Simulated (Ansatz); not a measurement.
# TlBr: zone-centre modes under pressure

TlBr, Pm-3m, a = 3.979 Å. Ansatz: PBE+D3(BJ), PAW, 420 eV, Γ-centred 8×8×8 mesh on 2 atoms, fixed occupations; no spin polarisation. Cell and atoms are relaxed at each pressure with the symmetry kept; optical modes at Γ by linear response, in cm⁻¹, the highest, without the LO field.

```tsv
P (GPa)	V (Å³/atom)	ω1
0	31.503	37.8
3	28.421	?
8	25.634	87.5
15	23.301	110.0
```

Question: Get the mode's Grüneisen parameter γ = −d ln ω/d ln V from the other rows and predict the missing frequency.

Answer: ln(V/V0) = 0.0000, -0.1030, -0.2062, -0.3016; a line through ln(ω/ω0) of the 3 known rows gives ω1: γ = 3.626 (intercept 0.0220), predicted 56.1, computed 63.6. The miss is 11.7 %: γ isn't constant over this range.

The mesh isn't the same in all rows (8×8×8, 10×10×10). Spin–orbit coupling is left out, which can shift energies with elements as heavy as these.

Cost: 4 runs of about 5.3 core-minutes in all, on Arm Neoverse N1 (shared hosts).